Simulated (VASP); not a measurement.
Si2Ge, 3 atoms in the cell. The structure is trigonal, space group P-3m1 (No. 164). The conventional cell has a = 2.963 Å, b = 2.963 Å, c = 7.273 Å, α = 90.00°, β = 90.00°, γ = 120.00°. Around Si (site symmetry 3m) lie 9 Si at 2.85 to 2.96 Å and 3 Ge at 3.03 Å. Around Ge (site symmetry -3m) lie 6 Ge at 2.96 Å and 6 Si at 3.03 Å. The cell was built by a generator and needn't be a form met in nature.

- Program: VASP 6.6.1
- Task: relaxation of cell and atoms
- Functional: PBE
- Potentials or basis: VASP PAW PBE potentials, release 64 (Si, Ge_d)
- Cutoff: 520 eV
- k mesh: 8 × 8 × 3
- Occupations: gaussian, width 0.15 eV
- Spin: no spin polarisation
- Further INCAR settings: PREC = Normal; ALGO = Fast; EDIFF = 0.0001; IBRION = 2; EDIFFG = -0.08; NSW = 24; ISIF = 3

Potentials or basis: VASP PAW PBE potentials, release 64 (Si, Ge_d).

Launch:

```sh
$ cat potpaw_PBE.64/Si/POTCAR potpaw_PBE.64/Ge_d/POTCAR > POTCAR
$ mpirun -np 1 vasp_std > vasp.out
```

Hardware: 1 thread of Intel(R) Xeon(R) Platinum 8488C (Sapphire Rapids) (shared host).

**Question.** How long does it take, and how much memory?

**Answer.** It took 43 s on 1 thread of Intel(R) Xeon(R) Platinum 8488C (Sapphire Rapids), with other jobs on the host, peak memory 0.15 GiB. Counts: scf iterations 53, k points 25, ion steps 12.
